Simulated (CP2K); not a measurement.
# TaN (P-62m) in CP2K: notebook

The runs below take TaN through single point, with PBE, LDA, PBEsol, vdW-DF2, optB88-vdW.

Everything below comes from runs of CP2K 2026.2. Logs are shortened: lines on timing, memory, paths and dates and some standing lists are left out, and cuts for length are marked.

### 1 Starting point

Symmetry: P-62m, No. 189, hexagonal system. Conventional cell: a = 5.196 Å, b = 5.196 Å, c = 2.911 Å, α = 90.00°, β = 90.00°, γ = 120.00°. Ta (site symmetry -62m) is surrounded by 3 N at 2.04 Å. Ta (site symmetry -6) has 6 N at 2.16 Å as nearest neighbours. N (site symmetry m2m) has 5 Ta at 2.04 to 2.16 Å as nearest neighbours.

### 2 Single point, PBE

tan_scf.inp

```
&GLOBAL
  PROJECT tan_scf
  RUN_TYPE ENERGY_FORCE
  PRINT_LEVEL LOW
&END GLOBAL
&FORCE_EVAL
  METHOD QS
  STRESS_TENSOR ANALYTICAL
  &DFT
    BASIS_SET_FILE_NAME BASIS_MOLOPT_UZH
    POTENTIAL_FILE_NAME POTENTIAL_UZH
    &MGRID
      CUTOFF 675
      REL_CUTOFF 60
      NGRIDS 4
    &END MGRID
    &QS
      METHOD GPW
      EPS_DEFAULT 1.0E-9
    &END QS
    &KPOINTS
      SCHEME MONKHORST-PACK 6 6 9
      GAMMA_CENTERED T
      SYMMETRY T
      SYMMETRY_BACKEND SPGLIB
    &END KPOINTS
    &SCF
      SCF_GUESS ATOMIC
      EPS_SCF 1.0E-6
      MAX_SCF 100
      ADDED_MOS 27
      CHOLESKY OFF
      EPS_EIGVAL 1.0E-7
      &DIAGONALIZATION ON
        ALGORITHM STANDARD
      &END DIAGONALIZATION
      &MIXING ON
        METHOD BROYDEN_MIXING
        ALPHA 0.4
        BETA 1.5
        NBUFFER 8
      &END MIXING
      &SMEAR ON
        METHOD FERMI_DIRAC
        ELECTRONIC_TEMPERATURE 580.23
      &END SMEAR
    &END SCF
    &XC
      &XC_FUNCTIONAL PBE
      &END XC_FUNCTIONAL
    &END XC
    &PRINT
      &KPOINTS ON
      &END KPOINTS
      &MULLIKEN ON
      &END MULLIKEN
      &MO ON
        ENERGIES T
        OCCUPATION_NUMBERS T
        &EACH
          QS_SCF 0
        &END EACH
        ADD_LAST NUMERIC
      &END MO
      &LOWDIN ON
      &END LOWDIN
      &HIRSHFELD ON
        SHAPE_FUNCTION DENSITY
      &END HIRSHFELD
      &E_DENSITY_CUBE ON
        STRIDE 1
      &END E_DENSITY_CUBE
      &V_HARTREE_CUBE ON
        STRIDE 1
      &END V_HARTREE_CUBE
      &ELF_CUBE ON
        STRIDE 1
      &END ELF_CUBE
    &END PRINT
  &END DFT
  &SUBSYS
    &CELL
      ABC 5.1960000000 5.1960000000 2.9110000000
      ALPHA_BETA_GAMMA 90.0000000000 90.0000000000 119.9999999998
      PERIODIC XYZ
    &END CELL
    &COORD
      SCALED
      Ta  0.0000000000 0.0000000000 0.0000000000
      Ta  0.6666666667 0.3333333333 0.5000000000
      Ta  0.3333333333 0.6666666667 0.5000000000
      N   0.0000000000 0.3928500000 0.0000000000
      N   0.6071500000 0.6071500000 0.0000000000
      N   0.3928500000 0.0000000000 0.0000000000
    &END COORD
    &KIND Ta
      BASIS_SET DZVP-MOLOPT-PBE-GTH-q13
      POTENTIAL GTH-PBE-q13
    &END KIND
    &KIND N
      BASIS_SET DZVP-MOLOPT-PBE-GTH-q5
      POTENTIAL GTH-PBE-q5
    &END KIND
    &PRINT
      &ATOMIC_COORDINATES ON
      &END ATOMIC_COORDINATES
      &CELL ON
      &END CELL
    &END PRINT
  &END SUBSYS
  &PRINT
    &FORCES ON
    &END FORCES
    &STRESS_TENSOR ON
    &END STRESS_TENSOR
  &END PRINT
&END FORCE_EVAL
```

Potentials or basis: POTENTIAL_UZH Ta GTH-PBE-q13, N GTH-PBE-q5; DZVP-MOLOPT-PBE-GTH basis.

On the command line:

```bash
> OMP_NUM_THREADS=1 cp2k.psmp -i tan_scf.inp -o tan_scf.out
```

tan_scf.out:

```text

 CP2K| version string:                                       CP2K version 2026.2
 CP2K| Input file name                                               tan_scf.inp

 GLOBAL| Force Environment number                                              1
 GLOBAL| Basis set file name                                    BASIS_MOLOPT_UZH
 GLOBAL| Potential file name                                       POTENTIAL_UZH
 GLOBAL| MM Potential file name                                     MM_POTENTIAL
 GLOBAL| Coordinate file name                                      __STD_INPUT__
 GLOBAL| Method name                                                        CP2K
 GLOBAL| Project name                                                    tan_scf
 GLOBAL| Run type                                                   ENERGY_FORCE
 GLOBAL| FFT library                                                       FFTW3
[... 6 lines left out ...]
 GLOBAL| Total number of message passing processes                             1
 GLOBAL| Number of threads for this process                                    1
 GLOBAL| CPU model name                                                  UNKNOWN

 CELL| Volume [angstrom^3]:                                            68.063005
 CELL| Vector a [angstrom]:       5.196     0.000     0.000   |a| =     5.196000
 CELL| Vector b [angstrom]:      -2.598     4.500     0.000   |b| =     5.196000
 CELL| Vector c [angstrom]:       0.000     0.000     2.911   |c| =     2.911000
 CELL| Angle (b,c), alpha [degree]:                                    90.000000
 CELL| Angle (a,c), beta  [degree]:                                    90.000000
 CELL| Angle (a,b), gamma [degree]:                                   120.000000
 CELL| Numerically orthorhombic:                                              NO
 CELL| Periodicity                                                           XYZ

 CELL_REF| Volume [angstrom^3]:                                        68.063005
 CELL_REF| Vector a [angstrom     5.196     0.000     0.000   |a| =     5.196000
 CELL_REF| Vector b [angstrom    -2.598     4.500     0.000   |b| =     5.196000
 CELL_REF| Vector c [angstrom     0.000     0.000     2.911   |c| =     2.911000
 CELL_REF| Angle (b,c), alpha [degree]:                                90.000000
 CELL_REF| Angle (a,c), beta  [degree]:                                90.000000
 CELL_REF| Angle (a,b), gamma [degree]:                               120.000000
 CELL_REF| Numerically orthorhombic:                                          NO
 CELL_REF| Periodicity                                                       XYZ
[... 10 lines left out ...]

  Total number of            - Atomic kinds:                                   2
                             - Atoms:                                          6
                             - Shell sets:                                     6
                             - Shells:                                        39
                             - Primitive Cartesian functions:                 33
                             - Cartesian basis functions:                    135
                             - Spherical basis functions:                    117

  Maximum angular momentum of- Orbital basis functions:                        3
                             - Local part of the GTH pseudopotential:          2
                             - Non-local part of the GTH pseudopotential:      4

 MODULE QUICKSTEP: ATOMIC COORDINATES IN ANGSTROM

   Atom Kind Element         X             Y             Z       Z(eff)     Mass
      1    1 Ta   73      0.000000      0.000000      0.000000  13.0000 180.9479
      2    1 Ta   73      2.598000      1.499956      1.455500  13.0000 180.9479
      3    1 Ta   73     -0.000000      2.999912      1.455500  13.0000 180.9479
      4    2 N     7     -1.020624      1.767773      0.000000   5.0000  14.0067
      5    2 N     7      1.577376      2.732095      0.000000   5.0000  14.0067
      6    2 N     7      2.041249      0.000000      0.000000   5.0000  14.0067

 SCF PARAMETERS         Density guess:                                    ATOMIC
                        --------------------------------------------------------
                        max_scf:                                             100
[... 7 lines left out ...]
                        --------------------------------------------------------
                        level_shift [a.u.]:                             0.000000
                        added MOs                                        27    0
                        --------------------------------------------------------
                        Mixing method:                            BROYDEN_MIXING
[... 11 lines left out ...]
 *******************************************************************************
 BRILLOUIN| K-point scheme                                        Monkhorst-Pack
 BRILLOUIN| K-Point grid                                             6    6    9
 BRILLOUIN| Gamma-centered k-point mesh                                     ON
 BRILLOUIN| K-point symmetry accuracy                               0.100000E-05
 BRILLOUIN| K-Point point group symmetrization                                ON
 BRILLOUIN| Symmetry backend                                             SPGLIB
[... 51 lines left out ...]

  Step     Update method      Time    Convergence         Total energy    Change
  ------------------------------------------------------------------------------
     1 NoMix/Diag. 0.40E+00    6.0     0.75302576      -206.4445901144 -2.06E+02
     2 Broy./Diag. 0.40E+00    6.6     0.17093927      -203.2717052786  3.17E+00
     3 Broy./Diag. 0.40E+00    6.6     0.13388779      -204.9307241640 -1.66E+00
     4 Broy./Diag. 0.40E+00    6.6     0.01657672      -205.0123363509 -8.16E-02
     5 Broy./Diag. 0.40E+00    6.5     0.01590187      -204.6145228907  3.98E-01
     6 Broy./Diag. 0.40E+00    6.6     0.00241823      -204.6428882266 -2.84E-02
     7 Broy./Diag. 0.40E+00    6.6     0.00140160      -204.6486588887 -5.77E-03
     8 Broy./Diag. 0.40E+00    6.6     0.00051523      -204.6599099918 -1.13E-02
     9 Broy./Diag. 0.40E+00    6.7     0.00010013      -204.6611650235 -1.26E-03
    10 Broy./Diag. 0.40E+00    6.6     0.00004296      -204.6612400419 -7.50E-05
    11 Broy./Diag. 0.40E+00    6.6     0.00000937      -204.6611158768  1.24E-04
    12 Broy./Diag. 0.40E+00    6.6     0.00000470      -204.6610902902  2.56E-05
    13 Broy./Diag. 0.40E+00    6.6     0.00000255      -204.6611060004 -1.57E-05
    14 Broy./Diag. 0.40E+00    6.6     0.00000029      -204.6611096293 -3.63E-06

  *** SCF run converged in    14 steps ***

  Electronic density on regular grids:        -53.9999999836        0.0000000164
  Core density on regular grids:               53.9999999547       -0.0000000453
  Total charge density on r-space grids:       -0.0000000289
  Total charge density g-space grids:          -0.0000000289

  Overlap energy of the core charge distribution:               0.00000003151665
  Self energy of the core charge distribution:               -334.45194441678927
  Core Hamiltonian energy:                                     77.90309987034635
  Hartree energy:                                              80.27030234756749
  Exchange-correlation energy:                                -28.38233329132031
  Electronic entropic energy:                                  -0.00023417083549
  Fermi energy:                                                 0.54384593838682

  Total energy:                                              -204.66110962930475
  Total energy (extrapolated to T->0):                       -204.66099254388701

 MO| EIGENVALUES AND OCCUPATION NUMBERS FOR K POINT 1
 MO|
 MO|  Index      Eigenvalue [a.u.]        Eigenvalue [eV]             Occupation
 MO|      1              -1.995846             -54.309739               2.000000
 MO|      2              -1.995846             -54.309738               2.000000
 MO|      3              -1.973080             -53.690237               2.000000
 MO|      4              -0.798343             -21.724017               2.000000
 MO|      5              -0.798343             -21.724016               2.000000
 MO|      6              -0.786545             -21.402991               2.000000
[... 830 lines left out ...]
 MO|     53               1.290594              35.118846               0.000000
 MO|     54               1.293316              35.192913               0.000000
 MO| Sum:                                                              54.000050
 MO| E(Fermi):            0.543846 a.u.         14.798801 eV

 [... the levels of further k-points ...]

 The electron density is written in Cube    file format to the file:

 tan_scf-ELECTRON_DENSITY-1_0.cube

 !-----------------------------------------------------------------------------!
                     Mulliken Population Analysis

 #  Atom  Element  Kind  Atomic population                           Net charge
       1     Ta       1         12.550351                              0.449649
       2     Ta       1         12.495584                              0.504416
       3     Ta       1         12.495582                              0.504418
       4     N        2          5.486161                             -0.486161
       5     N        2          5.486161                             -0.486161
       6     N        2          5.486161                             -0.486161
 # Total charge                             54.000000                  0.000000

 !-----------------------------------------------------------------------------!

 !-----------------------------------------------------------------------------!
                           Hirshfeld Charges

  #Atom  Element  Kind  Ref Charge     Population                    Net charge
      1       Ta     1      13.000         12.752                         0.248
      2       Ta     1      13.000         12.660                         0.340
      3       Ta     1      13.000         12.660                         0.340
      4       N      2       5.000          5.309                        -0.309
      5       N      2       5.000          5.309                        -0.309
      6       N      2       5.000          5.309                        -0.309

  Total Charge                                                            0.000
 !-----------------------------------------------------------------------------!

 LOWDIN POPULATION ANALYSIS

 #  Atom  Element  Kind  Atomic population                           Net charge
       1     Ta       1         12.928964                              0.071036
       2     Ta       1         13.101451                             -0.101451
       3     Ta       1         13.100190                             -0.100190
       4     N        2          5.006888                             -0.006888
       5     N        2          4.924023                              0.075977
       6     N        2          4.938484                              0.061516
 # Total charge                             54.000000                  0.000000

               ----- ELF is computed on the real space grid -----

 ELF is written in Cube    file format to the file:

 tan_scf-ELF_S1-1_0.cube

 ENERGY| Total FORCE_EVAL ( QS ) energy [hartree]           -204.661107281174679

 FORCES| Atomic forces [hartree/bohr]
 FORCES|   Atom     x               y               z               |f|
 FORCES|      1  2.01128936E-07  6.46434065E-09 -9.35466156E-15   2.01232792E-07
 FORCES|      2  5.47961196E-08 -1.55681002E-07  3.29149151E-13   1.65042991E-07
 FORCES|      3  4.57083828E-08  1.60455637E-07  2.89388258E-13   1.66839048E-07
 FORCES|      4 -3.66089567E-04  6.33842771E-04 -1.41641640E-15   7.31968735E-04
 FORCES|      5 -3.66131937E-04 -6.33859015E-04  2.92631252E-16   7.32003993E-04
 FORCES|      6  7.31926439E-04  1.63413252E-08  7.12521318E-17   7.31926439E-04
 FORCES| Sum     6.56895009E-09  1.13360699E-08  6.08130214E-13
 FORCES| Total atomic force                                       1.31018162E-08

 STRESS| Analytical stress tensor [bar]
 STRESS|                        x                   y                   z
 STRESS|      x        1.43476370376E+04  -2.16807672889E-01   5.57909413320E-09
 STRESS|      y       -2.16807672889E-01   1.43440756944E+04   6.83585925547E-09
 STRESS|      z        5.57909413320E-09   6.83585925547E-09   1.07779480512E+04
 STRESS| 1/3 Trace                                             1.31565535944E+04
 STRESS| Determinant                                           2.21814041961E+12

 STRESS| Eigenvectors and eigenvalues of the analytical stress tensor [bar]
 STRESS|                        1                   2                   3
 STRESS| Eigenvalues   1.07779480512E+04   1.43440625441E+04   1.43476501879E+04
 STRESS|      x          -0.000000000002      0.060542832275      0.998165600219
 STRESS|      y          -0.000000000002      0.998165600219     -0.060542832275
 STRESS|      z           1.000000000000      0.000000000002      0.000000000001
```

It took 2.2 min on 1 thread of Arm Neoverse V1, shared host; peak memory 0.55 GiB.

What came out:

| Item | Value |
| --- | --- |
| Free energy | -5569.1120 eV |
| Pressure | 1.3 GPa |
| Largest force | 0.038 eV/Å |
| Band gap on the k mesh | none (metal or under the smearing width) |
| Mulliken charges | Ta +0.45, +0.50; N -0.49 e |
| Hirshfeld charges | Ta +0.25, +0.34; N -0.31 e |

Forces on the atoms (eV/Å):
```
Ta   0.000  0.000  0.000
Ta   0.000  0.000  0.000
Ta   0.000  0.000  0.000
N   -0.019  0.033  0.000
N   -0.019 -0.033  0.000
N    0.038  0.000  0.000
```

Levels at points of the mesh, in eV from the Fermi level:
```
           k point  band 23  band 24  band 25  band 26  band 27  band 28  band 29  band 30  band 31  band 32
(0.00, 0.00, 0.00)    -5.01    -4.23    -3.35    -1.86    -0.90    -0.90     0.67     0.67     1.88     1.96
(0.00, 0.50, 0.00)    -4.60    -3.90    -3.81    -2.82    -2.57     1.25     1.89     1.96     2.50     2.52
```

Caveat: Mulliken charges move with the basis; the basis of atomic orbitals isn't converged, which shifts pressures, moduli and gaps. The run has no spin-orbit coupling, so splittings on Ta are missing.

(Continued in part 2 of 4.)
